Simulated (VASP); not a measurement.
# BeTe (Cmmm) in VASP: convergence with ecut chi

Aim: find how far ecut chi must go before the results for BeTe settle, at PBE. This setting moves, with any that are tied to it; all else stays.

Program: VASP 6.6.1. These are calculated values, not measurements. Logs are shortened: lines on timing, memory, paths and dates and some standing lists are left out, and cuts for length are marked.

### 1 The structure

Symmetry: Cmmm, No. 65, orthorhombic system. The conventional cell has a = 3.574 Å, b = 9.595 Å, c = 3.569 Å, α = 90.00°, β = 90.00°, γ = 90.00°. Be (site symmetry mmm) has 4 Te at 2.53 Å as nearest neighbours. Te (site symmetry mmm) has 4 Be at 2.53 Å as nearest neighbours.

The cell was built by a generator and needn't be a form met in nature.

### 2 With ecut chi 50

Input file POSCAR:

```
BeTe
1.0
    1.7870000000     -4.7974500000      0.0000000000
    1.7870000000      4.7974500000      0.0000000000
    0.0000000000      0.0000000000      3.5691500000
Be Te
1 1
Direct
    0.5000000000      0.5000000000      0.5000000000
    0.0000000000      0.0000000000      0.0000000000
```

Input file INCAR.step1:

```
SYSTEM = BeTe
ALGO = Fast
EDIFF = 1E-8
ENCUT = 450
GGA = PE
ISMEAR = 0
LASPH = .TRUE.
LCHARG = .FALSE.
LREAL = .FALSE.
LWAVE = .TRUE.
NELM = 60
PREC = Accurate
SIGMA = 0.01
```

Input file INCAR.step2:

```
SYSTEM = BeTe
ALGO = Exact
EDIFF = 1E-8
ENCUT = 450
GGA = PE
ISMEAR = 0
ISTART = 1
LASPH = .TRUE.
LCHARG = .FALSE.
LOPTICS = .TRUE.
LREAL = .FALSE.
LWAVE = .TRUE.
NBANDS = 104
NELM = 1
PREC = Accurate
SIGMA = 0.01
```

Input file INCAR.step3:

```
SYSTEM = BeTe
ALGO = EVGW0
EDIFF = 1E-8
ENCUT = 450
ENCUTGW = 50
GGA = PE
ISMEAR = 0
ISTART = 1
LASPH = .TRUE.
LCHARG = .FALSE.
LREAL = .FALSE.
LWAVE = .FALSE.
NBANDS = 104
NBANDSGW = 12
NELMGW = 1
NOMEGA = 48
PREC = Accurate
PRECFOCK = Fast
SIGMA = 0.01
```

Input file KPOINTS:

```
k-points
0
G
  3 3 3
  0 0 0
```

Potentials or basis: VASP PAW PBE potentials, release 64 (Be_GW, Te_GW).

On the command line:

```
cat potpaw_PBE.64/Be_GW/POTCAR potpaw_PBE.64/Te_GW/POTCAR > POTCAR
cp INCAR.step1 INCAR
mpirun -np 1 vasp_std > vasp.out
cp INCAR.step2 INCAR
mpirun -np 1 vasp_std > vasp.out
cp INCAR.step3 INCAR
mpirun -np 1 vasp_std > vasp.out
```

OUTCAR:

```text
SYSTEM = BeTe
   EDIFF = 1E-8
   ENCUT = 450
   ENCUTGW = 50
   GGA = PE
   ISMEAR = 0
   ISTART = 1
   LASPH = .TRUE.
   LREAL = .FALSE.
   NELMGW = 1
   PREC = Accurate
   PRECFOCK = Fast

 Found      8 irreducible k-points:

 Following reciprocal coordinates:
            Coordinates               Weight
  0.000000  0.000000  0.000000      1.000000
  0.333333 -0.000000  0.000000      4.000000
  0.333333  0.333333  0.000000      2.000000
 -0.333333  0.333333  0.000000      2.000000
  0.000000  0.000000  0.333333      2.000000
  0.333333 -0.000000  0.333333      8.000000
   k-points           NKPTS =      8   k-points in BZ     NKDIM =     27   number of bands    NBANDS=    104
   number of dos      NEDOS =    301   number of ions     NIONS =      2
   total plane-waves  NPLWV =  36288
   dimension x,y,z NGX =    36 NGY =   36 NGZ =   28
   dimension x,y,z NGXF=    72 NGYF=   72 NGZF=   56
   ions per type =               1   1
   NGX,Y,Z   is equivalent  to a cutoff of  11.69, 11.69, 13.04 a.u.
   NGXF,Y,Z  is equivalent  to a cutoff of  23.38, 23.38, 26.08 a.u.
 SYSTEM =  BeTe
   PREC   = accura    normal or accurate (medium, high low for compatibility)
   ISTART =      1    job   : 0-new  1-cont  2-samecut
   ICHARG =      0    charge: 1-file 2-atom 10-const
   ISPIN  =      1    spin polarized calculation?
   LNONCOLLINEAR =      F non collinear calculations
   LSORBIT =      F    spin-orbit coupling
   LASPH  =      T    aspherical Exc in radial PAW
   ENCUT  =  450.0 eV  33.07 Ry    5.75 a.u.   8.85  8.85  6.17*2*pi/ulx,y,z
   NELM   =     60;   NELMIN=  2; NELMDL=  0     # of ELM steps
   EDIFF  = 0.1E-07   stopping-criterion for ELM
   LREAL  =      F    real-space projection
   EDIFFG = 0.1E-06   stopping-criterion for IOM
   NSW    =      0    number of steps for IOM
   IBRION =     -1    ionic relax: 0-MD 1-quasi-New 2-CG
   NFREE  =      0    steps in history (QN), initial steepest desc. (CG)
   ISIF   =      0    stress and relaxation
   ISYM   =      3    0-nonsym 1-usesym 2-fastsym
   POTIM  = 0.5000    time-step for ionic-motion
   TEBEG  =    0.0;   TEEND  =   0.0 temperature during run
   PSTRESS=    0.0 pullay stress
   NELECT =       8.0000    total number of electrons
   NUPDOWN=      -1.0000    fix difference up-down
   EMIN   =  10.00;   EMAX   =-10.00  energy-range for DOS
   EFERMI =   0.00;   METHOD = LEGACY
   ISMEAR =     0;   SIGMA  =   0.01  broadening in eV -4-tet -1-fermi 0-gaus
   EFERMI_NEDOS =   21; number of points for ismear=-14 and -15
   IALGO  =     38    algorithm
   IMIX   =      4    mixing-type and parameters
     AMIX     =   0.40;   BMIX     =  1.00
     AMIX_MAG =   1.60;   BMIX_MAG =  1.00
  volume/ion in A,a.u.               =      30.60       206.49
  Fermi-wavevector in a.u.,A,eV,Ry     =   0.830861  1.570099  9.392503  0.690330
  Thomas-Fermi vector in A             =   1.943650
   LORBIT       =      0    0 simple, 1 ext, 2 COOP (PROOUT), +10 PAW based schemes
   GGA     = PE    functional components
   LHFCALC =     T    Hartree Fock is set to
   PRECFOCK=fast      Normal, Fast or Accurate (Low or Medium for compatibility)
   ENCUT4O =  -1.0   cutoff for four orbital integrals eV
   NKREDX  =     1    reduce k-point grid by
   NKREDY  =     1    reduce k-point grid by
   NKREDZ  =     1    reduce k-point grid by
   AEXX    =    1.0000 exact exchange contribution
   HFSCREEN=    0.0000 screening length (either q_TF or 0.3 A-1)
   HFSCREENC=   0.0000 screening length for correlation (either q_TF or 0.3 A-1)
   ENCUTFOCK=  -1.0 apply spherical cutoff to Coloumb kernel
   IVDW    =     0    specifies the selected vdW correction
   LEPSILON=     F    determine dielectric tensor
   LRPA    =     F    only Hartree local field effects (RPA)
   LRPAFORCE           =     F    calculate RPA forces
   ENCUTGW             =  50.0    cutoff for response function in eV
   ENCUTGWSOFT         =  40.0    soft cutoff for Coulomb kernel in GW response function in eV
   ENCUTLF             =  -1.0    cutoff for local field effects
   NELMGW              =     1    number of iterations in solving QP/BSE equation
   NELMHF              =     1    number of iterations in the inner HF iteration
   NKREDLFX            =     1    NKREDLFY  =   1   NKREDLFZ  =   1
 non-spin polarized calculation
 Gauss-broadening in eV      SIGMA  =   0.01
  energy-cutoff  :      450.00
  volume of cell :       61.20
 maximum number of plane-waves:      1332
  NGX = 20; NGY = 20; NGZ = 14
   NGX = 17   NGY = 17   NGZ = 13
 maximum number of plane-waves:        53
 NGX is ok and might be reduce to    14

 QP shifts <psi_nk| G(iteration)W_0 |psi_nk>: iteration 1
 for sc-GW calculations column KS-energies equals QP-energies in previous step
 and V_xc(KS)=  KS-energies - (<T + V_ion + V_H > + <T+V_H+V_ion>^1  + <V_x>^1)

 k-point   1 :       0.0000    0.0000    0.0000
  band No.  KS-energies  QP-energies   sigma(KS)   V_xc(KS)     V^pw_x(r,r')   Z            occupation Imag(sigma)

      1      -9.6161     -10.0585     -11.5111     -10.8901     -17.5104       0.7124       2.0000       1.2840
      2       0.0258      -0.5134     -10.0396      -9.3073     -12.2967       0.7363       2.0000       0.1940
      3       1.1742       0.7612     -11.1940     -10.6453     -13.1486       0.7527       2.0000       0.1366
      4       1.2001       0.8011     -11.2270     -10.6988     -13.1768       0.7554       2.0000       0.1370
      5       4.5338       4.9427      -7.7431      -8.2774      -3.8866       0.7652       0.0000      -0.0671
      6       6.0047       5.9614      -6.7390      -6.6841      -3.0583       0.7874       0.0000      -0.0839
      7       7.6500       8.0358      -8.4740      -8.9648      -4.2056       0.7861       0.0000      -0.1108
      8       8.2280       8.5090      -8.1897      -8.5956      -2.8212       0.6922       0.0000      -0.3336
      9      11.6266      12.3086      -9.3818     -10.3932      -3.5050       0.6743       0.0000      -0.4922
     10      11.6429      12.3266      -9.3991     -10.4181      -3.5272       0.6709       0.0000      -0.4959
     11      12.4086      12.6092      -7.0644      -7.3259      -2.5622       0.7671       0.0000      -0.3579
     12      14.0365      14.5353      -7.9582      -8.5610      -3.0760       0.8275       0.0000      -0.5620

 k-point   2 :       0.3333   -0.0000    0.0000
  band No.  KS-energies  QP-energies   sigma(KS)   V_xc(KS)     V^pw_x(r,r')   Z            occupation Imag(sigma)
[... 65 lines left out ...]
      1      -7.9514      -8.2826     -11.7428     -11.3164     -17.1111       0.7768       2.0000       1.0997
      2      -1.8118      -2.2843     -10.8351     -10.1846     -13.3394       0.7264       2.0000       0.2768
      3      -1.6956      -2.1567     -10.8111     -10.1830     -13.1546       0.7342       2.0000       0.2532
      4       1.6808       1.2265     -10.2933      -9.6930     -11.9198       0.7568       2.0000       0.0988
      5       3.1573       3.5936      -8.7556      -9.3386      -5.4874       0.7484       0.0000      -0.0275
      6       5.3085       5.4957      -7.4367      -7.6854      -3.1512       0.7526       0.0000      -0.1133
      7       8.6964       8.7255      -6.8528      -6.8902      -2.7572       0.7776       0.0000      -0.1458
      8       8.9757       8.8591      -6.2753      -6.1265      -2.1915       0.7836       0.0000      -0.1634
      9      11.1660      11.3409      -7.1723      -7.3848      -2.4675       0.8229       0.0000      -0.3974
     10      11.5121      12.1289      -8.7851      -9.5998      -3.6381       0.7572       0.0000      -0.5244
     11      12.8115      12.9791      -6.8794      -7.0933      -1.8037       0.7834       0.0000      -0.4750
     12      13.8846      14.5794      -8.5383      -9.4771      -2.8830       0.7401       0.0000      -0.7395

 [... further k-points ...]
```

OUTCAR.step1:

```text
SYSTEM = BeTe
   EDIFF = 1E-8
   ENCUT = 450
   GGA = PE
   ISMEAR = 0
   LASPH = .TRUE.
   LREAL = .FALSE.
[... 177 lines left out ...]
      1.78700      0.00000      1.78458         0.000000     -0.000000      0.000000
      0.00000      0.00000      0.00000         0.000000      0.000000      0.000000
 -----------------------------------------------------------------------------------
    total drift:                               -0.000000      0.000000     -0.000000

  FREE ENERGIE OF THE ION-ELECTRON SYSTEM (eV)
  ---------------------------------------------------
  free  energy   TOTEN  =        -5.6778616792 eV

  energy  without entropy=       -5.6778616792  energy(sigma->0) =       -5.67786168
```

Run time: 75 s. Hardware: 1 thread of Intel Xeon 6975P-C (Granite Rapids), shared host; peak memory 0.49 GiB.

Results:

- Band gap on the k mesh, mean-field level: 0.60 eV, indirect (least direct gap 1.48 eV)
- Quasiparticle gap: 1.35 eV
- Least direct quasiparticle gap: 2.37 eV

### 3 With ecut chi 75

POSCAR is that of step 2.

INCAR.step1 is that of step 2.

INCAR.step2 is that of step 2.

INCAR.step3, as its differences from that of step 2:

```diff
@@ -4,3 +4,3 @@
 ENCUT = 450
-ENCUTGW = 50
+ENCUTGW = 75
 GGA = PE
```

KPOINTS is that of step 2.

Potentials or basis: VASP PAW PBE potentials, release 64 (Be_GW, Te_GW).

On the command line:

```
cat potpaw_PBE.64/Be_GW/POTCAR potpaw_PBE.64/Te_GW/POTCAR > POTCAR
cp INCAR.step1 INCAR
mpirun -np 1 vasp_std > vasp.out
cp INCAR.step2 INCAR
mpirun -np 1 vasp_std > vasp.out
cp INCAR.step3 INCAR
mpirun -np 1 vasp_std > vasp.out
```

Run time: 82 s. Hardware: 1 thread of Intel Xeon 6975P-C (Granite Rapids), shared host; peak memory 0.49 GiB.

What came out:

* Band gap on the k mesh, mean-field level: 0.60 eV, indirect (least direct gap 1.48 eV)
* Quasiparticle gap: 1.44 eV
* Least direct quasiparticle gap: 2.42 eV

### 4 With ecut chi 100

POSCAR is that of step 3.

INCAR.step1 is that of step 3.

INCAR.step2 is that of step 3.

INCAR.step3, as its differences from that of step 3:

```diff
@@ -4,3 +4,3 @@
 ENCUT = 450
-ENCUTGW = 75
+ENCUTGW = 100
 GGA = PE
```

KPOINTS is that of step 3.

On the command line:

```
cat potpaw_PBE.64/Be_GW/POTCAR potpaw_PBE.64/Te_GW/POTCAR > POTCAR
cp INCAR.step1 INCAR
mpirun -np 1 vasp_std > vasp.out
cp INCAR.step2 INCAR
mpirun -np 1 vasp_std > vasp.out
cp INCAR.step3 INCAR
mpirun -np 1 vasp_std > vasp.out
```

It took 77 s on 1 thread of Intel Xeon 6975P-C (Granite Rapids), shared host; peak memory 0.49 GiB.

What came out:

```
Band gap on the k mesh, mean-field level : 0.60 eV, indirect (least direct gap 1.48 eV)
Quasiparticle gap                        : 1.49 eV
Least direct quasiparticle gap           : 2.45 eV
```

### 5 With ecut chi 150

POSCAR is that of step 4.

INCAR.step1 is that of step 4.

INCAR.step2 is that of step 4.

INCAR.step3, as its differences from that of step 4:

```diff
@@ -4,3 +4,3 @@
 ENCUT = 450
-ENCUTGW = 100
+ENCUTGW = 150
 GGA = PE
```

KPOINTS is that of step 4.

On the command line:

```
cat potpaw_PBE.64/Be_GW/POTCAR potpaw_PBE.64/Te_GW/POTCAR > POTCAR
cp INCAR.step1 INCAR
mpirun -np 1 vasp_std > vasp.out
cp INCAR.step2 INCAR
mpirun -np 1 vasp_std > vasp.out
cp INCAR.step3 INCAR
mpirun -np 1 vasp_std > vasp.out
```

Wall time 83 s (1 thread of Intel Xeon 6975P-C (Granite Rapids), shared host); peak memory 0.49 GiB.

What came out:

```yaml
Band_gap_on_the_k_mesh_mean-field_level: 0.60 eV, indirect (least direct gap 1.48 eV)
Quasiparticle_gap: 1.53 eV
Least_direct_quasiparticle_gap: 2.47 eV
```

### 6 With ecut chi 200

POSCAR is that of step 5.

INCAR.step1 is that of step 5.

INCAR.step2 is that of step 5.

INCAR.step3, as its differences from that of step 5:

```diff
@@ -4,3 +4,3 @@
 ENCUT = 450
-ENCUTGW = 150
+ENCUTGW = 200
 GGA = PE
```

KPOINTS is that of step 5.

Potentials or basis: VASP PAW PBE potentials, release 64 (Be_GW, Te_GW).

On the command line:

```
cat potpaw_PBE.64/Be_GW/POTCAR potpaw_PBE.64/Te_GW/POTCAR > POTCAR
cp INCAR.step1 INCAR
mpirun -np 1 vasp_std > vasp.out
cp INCAR.step2 INCAR
mpirun -np 1 vasp_std > vasp.out
cp INCAR.step3 INCAR
mpirun -np 1 vasp_std > vasp.out
```

Wall time 1.8 min (1 thread of Intel Xeon 6975P-C (Granite Rapids), shared host); peak memory 0.48 GiB.

Results:

* Band gap on the k mesh, mean-field level: 0.60 eV, indirect (least direct gap 1.48 eV)
* Quasiparticle gap: 1.53 eV
* Least direct quasiparticle gap: 2.47 eV

### 7 With ecut chi 250

POSCAR is that of step 6.

INCAR.step1 is that of step 6.

INCAR.step2 is that of step 6.

INCAR.step3, as its differences from that of step 6:

```diff
@@ -4,3 +4,3 @@
 ENCUT = 450
-ENCUTGW = 200
+ENCUTGW = 250
 GGA = PE
```

KPOINTS is that of step 6.

On the command line:

```
cat potpaw_PBE.64/Be_GW/POTCAR potpaw_PBE.64/Te_GW/POTCAR > POTCAR
cp INCAR.step1 INCAR
mpirun -np 1 vasp_std > vasp.out
cp INCAR.step2 INCAR
mpirun -np 1 vasp_std > vasp.out
cp INCAR.step3 INCAR
mpirun -np 1 vasp_std > vasp.out
```

It took 2.6 min on 1 thread of Intel Xeon 6975P-C (Granite Rapids), shared host; peak memory 0.7 GiB.

It converged, with:

```
Band gap on the k mesh, mean-field level : 0.60 eV, indirect (least direct gap 1.48 eV)
Quasiparticle gap                        : 1.54 eV
Least direct quasiparticle gap           : 2.47 eV
```

### 8 Result

```
ecut chi  quasiparticle gap at the points computed (eV)  CPU time (s)  peak memory (GiB)
      50                                          1.351            74               0.49
      75                                          1.435            81               0.49
     100                                          1.492            76               0.49
     150                                          1.528            82               0.49
     200                                          1.534           110               0.48
     250                                          1.536           150                0.7
```

Against the tightest run, the quasiparticle gap at the points computed stays within 0.05 eV from 100 on. The tightest run that finished is the yardstick and may itself not be fully converged.

Caveats: all runs use coarse meshes; bands, screening cutoff and mesh are small and nothing is extrapolated, so the quasiparticle values aren't converged; spin-orbit coupling is left out, which moves the levels of the heavy elements; an odd mesh through Γ misses points on the zone boundary, where band edges often lie.
